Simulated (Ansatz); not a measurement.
# RbBr: strain energy, fitted

RbBr, Pm-3m, a = 4.126 Å. This isn't the usual stable structure of the compound. Ansatz: r2SCAN, PAW, 500 eV, Γ-centred 6×6×6 mesh on 2 atoms, Gaussian smearing 0.02 eV; no spin polarisation. Series: uniaxial strain along a, with b, c and atoms relaxed; x is the strain in per cent. y is the free energy over the unstrained cell, V0 = 35.122 Å³/atom.

| x (%) | y (meV/atom) |
| --- | --- |
| -4.5 | 8.58 |
| -3.0 | 3.76 |
| -1.5 | 0.95 |
| 0.0 | 0.00 |
| 1.5 | 0.80 |
| 3.0 | ? |
| 4.5 | 7.30 |

Task: Fit y = c2 x² + c3 x³ to the other rows, turn c2 into a modulus, and predict the missing energy.

Result: Least squares on the rows shown. y = 0.3925 x² − 0.007103 x³. In eV per unit strain² c2 is 3.925; this is Young's modulus along the axis (E = ½ Y V0 ε²): 2 × 3.925 × 160.2 / (35.122) = 36 GPa. The unstrained cell keeps some stress along the strain, worth a slope of -0.05 meV/atom per %, which the form leaves out. At x = 3.0 the fit asked for gives 3.34 meV/atom. The run gave 3.26 meV/atom, so the fit is 0.08 meV/atom too high, a small miss on the scale of the series.